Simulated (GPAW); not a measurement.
Here is a GPAW 26.7.0 calculation.

File run.py:

```python
from ase import Atoms
from ase.calculators.mixing import SumCalculator
from ase.filters import FrechetCellFilter
from ase.io import write
from ase.optimize import LBFGS
from dftd3.ase import DFTD3
from gpaw import GPAW, PW

atoms = Atoms(['Zr', 'Zr'],
              cell=[[3.232, 0.0, 0.0],
                    [-1.616, 2.798994105, 0.0],
                    [0.0, 0.0, 5.147]],
              scaled_positions=[[0.6666666667, 0.3333333333, 0.75],
                                [0.3333333333, 0.6666666667, 0.25]],
              pbc=True)

calc = GPAW(mode=PW(600),
            xc='RPBE',
            kpts={'size': (9, 9, 5), 'gamma': True},
            occupations={'name': 'fermi-dirac', 'width': 0.05},
            nbands=24,
            convergence={'density': 1e-05, 'forces': 0.0001},
            maxiter=150,
            txt='gpaw.txt')
atoms.calc = SumCalculator([calc, DFTD3(method='rpbe', damping='d3bj')])
opt = LBFGS(FrechetCellFilter(atoms), trajectory='relax.traj', logfile='-')
done = opt.run(fmax=0.01, steps=40)
calc.write('gs.gpw')
write('result.traj', atoms)
print('Converged:', done)
print('Cell:', atoms.cell.cellpar().round(4))
print('Volume:', round(atoms.get_volume(), 4))
print(atoms.get_scaled_positions().round(5))
```

Potentials or basis: the program's PAW data sets (release 1.2.1) made for this functional, pw.

Run with:

```sh
$ OMP_NUM_THREADS=1 python run.py
```

(1) Estimate the band gap on the k mesh.

(2) What does it give for the space group after relaxing (to 0.05 Å)?

(3) Estimate the relaxed volume.

(4) What does it give for the relaxed cell?

Results:

(1) none (metal or under the smearing width).

(2) P6_3/mmc (No. 194).

(3) 17.34 Å³/atom.

(4) a = 2.890 Å, b = 2.890 Å, c = 4.795 Å, α = 90.00°, β = 90.00°, γ = 120.00°.

Caveat: later steps reuse the first step's grids; the volume moved by over 15 % at a fixed basis, so the end points are rough; the volume moved by -26 % from the deposited cell, more than functionals usually miss; pairwise dispersion overbinds metals, which lowers pressure and volume.
